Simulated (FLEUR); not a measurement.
# CoSi2 (Fm-3m) in FLEUR: convergence with k mesh

Aim: find how far k mesh must go before the results for CoSi2 settle, at LDA. This setting moves, with any that are tied to it; all else stays.

Everything below comes from runs of FLEUR MaX-R8.1 (later development tree). Logs are shortened: lines on timing, memory, paths and dates and some standing lists are left out, and cuts for length are marked.

## 1. The structure

Symmetry: Fm-3m, No. 225, cubic system. The conventional cell has a = 5.356 Å, b = 5.356 Å, c = 5.356 Å, α = 90.00°, β = 90.00°, γ = 90.00°. Co (site symmetry m-3m) is surrounded by 8 Si at 2.32 Å. Si (site symmetry -43m) is surrounded by 4 Co at 2.32 Å.

## 2. With k mesh 2 × 2 × 2

The input, inp.xml:

```xml
<?xml version="1.0" encoding="UTF-8" standalone="no"?>
<fleurInput fleurInputVersion="0.39">
   <comment>
      CoSi2                                                                                               
   </comment>
   <calculationSetup>
      <cutoffs Kmax="5.21" Gmax="16.2" GmaxXC="16.2" numbands="0"/>
      <scfLoop itmax="60" minDistance="0.00001" maxIterBroyd="15" imix="Anderson" alpha="0.05" precondParam="0.0" spinf="2.0" sdNocoIR="T"/>
      <coreElectrons ctail="T" frcor="F" kcrel="0" coretail_lmax="0"/>
      <xcFunctional name="vwn" relativisticCorrections="F"/>
      <magnetism jspins="2"/>
      <soc l_soc="F" theta="0.0" phi="0.0" spav="F"/>
      <expertModes spex="0" secvar="F"/>
      <geometryOptimization l_f="T" forcealpha="1.0" forcemix="BFGS" epsdisp="0.0005" epsforce="0.0002"/>
      <ldaU l_linMix="F" mixParam="0.05" spinf="1.0"/>
   </calculationSetup>
   <cell>
      <bzIntegration valenceElectrons="41.0" mode="hist" fermiSmearingEnergy="0.00183747">
         <kPointListSelection listName="default-1"/>
         <!-- k-points included here -->
         <xi:include xmlns:xi="http://www.w3.org/2001/XInclude" href="kpts.xml"> </xi:include>
      </bzIntegration>
      <!-- symmetry operations included here -->
      <xi:include xmlns:xi="http://www.w3.org/2001/XInclude" href="sym.xml"> </xi:include>
      <bulkLattice scale="1.0">
         <bravaisMatrix>
            <row-1>    0.0000000000000000     5.0606865616787999     5.0606865616787999</row-1>
            <row-2>    5.0606865616787999     0.0000000000000000     5.0606865616787999</row-2>
            <row-3>    5.0606865616787999     5.0606865616787999     0.0000000000000000</row-3>
         </bravaisMatrix>
      </bulkLattice>
   </cell>
   <atomSpecies>
      <species name="Cobalt (Co2.000" element="Co" atomicNumber="27">
         <mtSphere radius="2.13" gridPoints="715" logIncrement="0.017"/>
         <atomicCutoffs lmax="9" lnonsphr="9"/>
         <electronConfig flipSpins="F">
            <coreConfig>(1s1/2) (2s1/2) (2p1/2) (2p3/2)</coreConfig>
            <valenceConfig>(3s1/2) (3p1/2) (3p3/2) (4s1/2) (3d3/2) (3d5/2)</valenceConfig>
            <stateOccupation state="(3d3/2)" spinUp="1.5" spinDown="1.3"/>
            <stateOccupation state="(3d5/2)" spinUp="3.0" spinDown="1.2"/>
         </electronConfig>
         <energyParameters s="4" p="4" d="3" f="4"/>
         <lo type="SCLO" l="0" n="3" eDeriv="0"/>
         <lo type="SCLO" l="1" n="3" eDeriv="0"/>
         <lo type="SCLO" l="1" n="3" eDeriv="1"/>
         <lo type="SCLO" l="2" n="3" eDeriv="2"/>
         <lo type="SCLO" l="3" n="4" eDeriv="2"/>
      </species>
      <species name="Silicon (Si)" element="Si" atomicNumber="14">
         <mtSphere radius="1.88" gridPoints="629" logIncrement="0.018"/>
         <atomicCutoffs lmax="8" lnonsphr="8"/>
         <electronConfig flipSpins="F">
            <coreConfig>(1s1/2)</coreConfig>
            <valenceConfig>(2s1/2) (2p1/2) (2p3/2) (3s1/2) (3p1/2) (3p3/2)</valenceConfig>
            <stateOccupation state="(3p1/2)" spinUp="0.333333" spinDown="0.333333"/>
            <stateOccupation state="(3p3/2)" spinUp="0.666667" spinDown="0.666667"/>
         </electronConfig>
         <energyParameters s="3" p="3" d="3" f="4"/>
         <lo type="SCLO" l="0" n="2" eDeriv="0"/>
         <lo type="SCLO" l="1" n="2" eDeriv="0"/>
         <lo type="SCLO" l="2" n="3" eDeriv="2"/>
         <lo type="SCLO" l="3" n="4" eDeriv="2"/>
      </species>
   </atomSpecies>
   <atomGroups>
      <atomGroup species="Cobalt (Co2.000">
         <relPos label="                   1">.0000000000 .0000000000 .0000000000</relPos>
         <force calculate="T" relaxXYZ="TTT"/>
      </atomGroup>
      <atomGroup species="Silicon (Si)">
         <relPos label="                   2">-1.000/4.000 -1.000/4.000 -1.000/4.000</relPos>
         <relPos label="                   3">1.000/4.000 1.000/4.000 1.000/4.000</relPos>
         <force calculate="T" relaxXYZ="TTT"/>
      </atomGroup>
   </atomGroups>
   <output dos="F" band="F" slice="F">
      <checks vchk="F" cdinf="F"/>
      <bandDOS minEnergy="-.5*Htr" maxEnergy="0.5*Htr" sigma="0.015" storeEVData="T"/>
      <vacuumDOS vacdos="F" integ="F" star="F" nstars="0" locx1="0.0" locy1="0.0" locx2="0.0" locy2="0.0" nstm="0" tworkf="0.0"/>
      <unfoldingBand unfoldBand="F" supercellX="1" supercellY="1" supercellZ="1"/>
      <plotting iplot="0" polar="F">
         <plot TwoD="T" vec1="  1.0  0.0  0.0" vec2="  0.0  1.0  0.0" vec3="  0.0  0.0  1.0" zero="  0.0  0.0  0.0" file="plot"/>
      </plotting>
      <chargeDensitySlicing numkpt="0" minEigenval="0.0" maxEigenval="0.0" nnne="0" pallst="F"/>
      <specialOutput eonly="F"/>
      <moessbauerParams electricFieldGradient="T" isomerShift="T" coreHyperfine="T" valenceHyperfine="T"/>
      <magneticCircularDichroism mcd="F" energyLo="-10.0" energyUp="0.0"/>
   </output>
  <!-- We include the file relax.xml here to enable relaxations (see documentation) -->
  <xi:include xmlns:xi="http://www.w3.org/2001/XInclude" href="relax.xml"> <xi:fallback/> </xi:include>
</fleurInput>
```

The input, crystal.txt:

```
CoSi2
&input cartesian=F /
0.0000000000  2.6780000000  2.6780000000
2.6780000000  0.0000000000  2.6780000000
2.6780000000  2.6780000000  0.0000000000
1.8897261246
1.0 1.0 1.0

3
27 0.0000000000  0.0000000000  0.0000000000 : 2.000
14 0.7500000000  0.7500000000  0.7500000000
14 0.2500000000  0.2500000000  0.2500000000

&kpt div1=2 div2=2 div3=2 gamma=T /
```

Potentials or basis: all-electron, FLAPW.

Started as:

```sh
$ inpgen -f crystal.txt -profile fastHighL
$ # inp.xml edited to the form shown
$ fleur_MPI
```

It took 5.7 s on 1 thread of Arm Neoverse V2, shared host; peak memory 0.08 GiB.

No converged result was reached.

## 3. With k mesh 4 × 4 × 4

inp.xml is that of step 2.

Changes to crystal.txt since step 2:

```diff
@@ -13,2 +13,2 @@
 
-&kpt div1=2 div2=2 div3=2 gamma=T /
+&kpt div1=4 div2=4 div3=4 gamma=T /
```

Potentials or basis: all-electron, FLAPW.

Started as:

```sh
$ inpgen -f crystal.txt -profile fastHighL
$ # inp.xml edited to the form shown
$ fleur_MPI
```

Output:

```text
Welcome to FLEUR        (www.flapw.de)
      MaX-Release 8.1          (www.max-centre.eu)

 ========== k-point set info ==========
 Selected k-point list: default-1
 k-point list type: mesh
 4 x 4 x 4
 Number of k points: 8

 ------------Calculation Setup---------------------------
 Number of MPI-tasks      :            1
 Number of PE/node        :            1
 Number of OMP-threads    :            1
 Most efficient MPI parallelization for:
           1           2           4           8
 Additional eigenvalue parallelization possible
 Number of basis functions:          741
 Approximate size of matrices (H+S) per k-point:         0.008 GB
 --------------------------------------------------------
 Iteration:     1   Distance:      32.52123291 me/bohr^3
 Iteration:     2   Distance:      29.72188995 me/bohr^3
 Iteration:     3   Distance:      24.79188867 me/bohr^3
 Iteration:     4   Distance:       7.32003760 me/bohr^3
 Iteration:     5   Distance:       5.64616942 me/bohr^3
 Iteration:     6   Distance:       2.59401228 me/bohr^3
 Iteration:     7   Distance:       2.95654248 me/bohr^3
 Iteration:     8   Distance:       2.19431995 me/bohr^3
 Iteration:     9   Distance:       0.44205721 me/bohr^3
 Iteration:    10   Distance:       0.64999304 me/bohr^3
 Iteration:    11   Distance:       0.18788877 me/bohr^3
 Iteration:    12   Distance:       0.10403360 me/bohr^3
 Iteration:    13   Distance:       0.03045792 me/bohr^3
 Iteration:    14   Distance:       0.01661921 me/bohr^3
 Iteration:    15   Distance:       0.00362304 me/bohr^3
 Iteration:    16   Distance:       0.00349637 me/bohr^3
 Iteration:    17   Distance:       0.00312117 me/bohr^3
 Iteration:    18   Distance:       0.00059422 me/bohr^3
 Iteration:    19   Distance:       0.00011202 me/bohr^3
 Iteration:    20   Distance:       0.00002870 me/bohr^3
 Iteration:    21   Distance:       0.00002827 me/bohr^3
 Iteration:    22   Distance:       0.00000751 me/bohr^3

 ********************************************************************
 Run finished successfully
 Stop message:
   Structural relaxation: Done
 ********************************************************************
```

Run time: 87 s. Hardware: 1 thread of Arm Neoverse V2, shared host; peak memory 0.08 GiB.

What came out:

| Property | Result |
| --- | --- |
| Free energy | -53587.9910 eV |
| Band gap on the k mesh | none (metal or under the smearing width) |
| Net moment | 0.00 μB per cell |
| Valence electrons inside the program's atomic spheres | Co 15.99; Si 9.46 (radii Co 2.13, Si 1.88 bohr) |

## 4. With k mesh 5 × 5 × 5

inp.xml is that of step 3.

Changes to crystal.txt since step 3:

```diff
@@ -13,2 +13,2 @@
 
-&kpt div1=4 div2=4 div3=4 gamma=T /
+&kpt div1=5 div2=5 div3=5 gamma=T /
```

Started as:

```sh
$ inpgen -f crystal.txt -profile fastHighL
$ # inp.xml edited to the form shown
$ fleur_MPI
```

It took 2 min on 1 thread of Arm Neoverse V2, shared host; peak memory 0.08 GiB.

Results:

| Quantity | Value |
| --- | --- |
| Free energy | -53587.9557 eV |
| Band gap on the k mesh | none (metal or under the smearing width) |
| Net moment | 0.00 μB per cell |
| Valence electrons inside the program's atomic spheres | Co 16.00; Si 9.46 (radii Co 2.13, Si 1.88 bohr) |

## 5. With k mesh 6 × 6 × 6

inp.xml is that of step 4.

Changes to crystal.txt since step 4:

```diff
@@ -13,2 +13,2 @@
 
-&kpt div1=5 div2=5 div3=5 gamma=T /
+&kpt div1=6 div2=6 div3=6 gamma=T /
```

Started as:

```sh
$ inpgen -f crystal.txt -profile fastHighL
$ # inp.xml edited to the form shown
$ fleur_MPI
```

Wall time 2.8 min (1 thread of Arm Neoverse V2, shared host); peak memory 0.08 GiB.

Results:

| Quantity | Value |
| --- | --- |
| Free energy | -53587.9722 eV |
| Band gap on the k mesh | none (metal or under the smearing width) |
| Net moment | 0.00 μB per cell |
| Valence electrons inside the program's atomic spheres | Co 15.99; Si 9.46 (radii Co 2.13, Si 1.88 bohr) |

## 6. With k mesh 8 × 8 × 8

inp.xml is that of step 5.

Changes to crystal.txt since step 5:

```diff
@@ -13,2 +13,2 @@
 
-&kpt div1=6 div2=6 div3=6 gamma=T /
+&kpt div1=8 div2=8 div3=8 gamma=T /
```

Potentials or basis: all-electron, FLAPW.

Started as:

```sh
$ inpgen -f crystal.txt -profile fastHighL
$ # inp.xml edited to the form shown
$ fleur_MPI
```

It took 5.1 min on 1 thread of Arm Neoverse V2, shared host; peak memory 0.09 GiB.

What came out:

```
Free energy                                           : -53587.9777 eV
Band gap on the k mesh                                : none (metal or under the smearing width)
Net moment                                            : 0.00 μB per cell
Valence electrons inside the program's atomic spheres : Co 15.99; Si 9.46 (radii Co 2.13, Si 1.88 bohr)
```

## 7. With k mesh 9 × 9 × 9

inp.xml is that of step 6.

Changes to crystal.txt since step 6:

```diff
@@ -13,2 +13,2 @@
 
-&kpt div1=8 div2=8 div3=8 gamma=T /
+&kpt div1=9 div2=9 div3=9 gamma=T /
```

Started as:

```sh
$ inpgen -f crystal.txt -profile fastHighL
$ # inp.xml edited to the form shown
$ fleur_MPI
```

Run time: 5.5 min. Hardware: 1 thread of Arm Neoverse V2, shared host; peak memory 0.09 GiB.

What came out:

* Free energy: -53587.9748 eV
* Band gap on the k mesh: none (metal or under the smearing width)
* Net moment: 0.00 μB per cell
* Valence electrons inside the program's atomic spheres: Co 15.99; Si 9.46 (radii Co 2.13, Si 1.88 bohr)

## 8. With k mesh 11 × 11 × 11

inp.xml is that of step 7.

Changes to crystal.txt since step 7:

```diff
@@ -13,2 +13,2 @@
 
-&kpt div1=9 div2=9 div3=9 gamma=T /
+&kpt div1=11 div2=11 div3=11 gamma=T /
```

Started as:

```sh
$ inpgen -f crystal.txt -profile fastHighL
$ # inp.xml edited to the form shown
$ fleur_MPI
```

Run time: 9.6 min. Hardware: 1 thread of Arm Neoverse V2, shared host; peak memory 0.1 GiB.

What came out:

```yaml
Free_energy: -53587.9796 eV
Band_gap_on_the_k_mesh: none (metal or under the smearing width)
Net_moment: 0.00 μB per cell
Valence_electrons_inside_the_program's_atomic_spheres: Co 15.99; Si 9.46 (radii Co 2.13, Si 1.88 bohr)
```

## 9. With k mesh 14 × 14 × 14

inp.xml is that of step 8.

Changes to crystal.txt since step 8:

```diff
@@ -13,2 +13,2 @@
 
-&kpt div1=11 div2=11 div3=11 gamma=T /
+&kpt div1=14 div2=14 div3=14 gamma=T /
```

Potentials or basis: all-electron, FLAPW.

Started as:

```sh
$ inpgen -f crystal.txt -profile fastHighL
$ # inp.xml edited to the form shown
$ fleur_MPI
```

Wall time 17 min (1 thread of Arm Neoverse V2, shared host); peak memory 0.12 GiB.

What came out:

```
Free energy                                           : -53587.9785 eV
Band gap on the k mesh                                : none (metal or under the smearing width)
Net moment                                            : 0.00 μB per cell
Valence electrons inside the program's atomic spheres : Co 15.99; Si 9.46 (radii Co 2.13, Si 1.88 bohr)
```

## 10. Summary

| k mesh | energy less the tightest run, at zero smearing (meV/atom) | SCF cycles | CPU time (s) | peak memory (GiB) |
| --- | --- | --- | --- | --- |
| 2 × 2 × 2 | not converged | - | - | - |
| 4 × 4 × 4 | -4.60 | 23 | 87 | 0.08 |
| 5 × 5 × 5 | 8.49 | 26 | 120 | 0.08 |
| 6 × 6 × 6 | 2.74 | 24 | 170 | 0.08 |
| 8 × 8 × 8 | 0.24 | 25 | 300 | 0.09 |
| 9 × 9 × 9 | 1.51 | 23 | 330 | 0.09 |
| 11 × 11 × 11 | -0.42 | 24 | 580 | 0.1 |
| 14 × 14 × 14 | 0.00 | 23 | 990 | 0.12 |

Against the tightest run, the energy stays within 1 meV/atom from 11 × 11 × 11 on. Meshes of other sizes hit other points, so gaps and Fermi surfaces needn't settle smoothly. The tightest run that finished is the yardstick and may itself not be fully converged.

Caveats: the starting moments collapsed, and a magnetic state may lie lower.
